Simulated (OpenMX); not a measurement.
Crystal: Ru.

```xyz
2
Lattice="2.7058 0.0000 0.0000 -1.3529 2.3433 0.0000 0.0000 0.0000 4.2819" Properties=species:S:1:pos:R:3 pbc="T T T"
Ru    1.3529    0.7811    3.2114
Ru    0.0000    1.5622    1.0705
```

Base run:

```yaml
Program: OpenMX 3.8.5
Functional: LDA
Potentials_or_basis: OpenMX 2013 LDA set, Ru7.0-s3p2d2, grid cutoff 400 Ry
k_mesh: 11 × 11 × 7
Occupations: fermi-dirac, width 0.05 eV
Spin: no spin polarisation
```

Its results: pressure -4.1 GPa; largest force 0.013 eV/Å.

Q: The run is repeated on the same cell with these changes: functional from LDA to PBE; potentials or basis from OpenMX 2013 LDA set, Ru7.0-s3p2d2, grid cutoff 400 Ry to OpenMX 2013 PBE set, Ru7.0-s3p2d1, grid cutoff 400 Ry. What comes out?

A: Pressure 14.4 GPa; largest force 0.012 eV/Å.

Caveats: the basis of atomic orbitals isn't converged, which shifts pressures, moduli and gaps.

Not every run made on this cell is shown here.
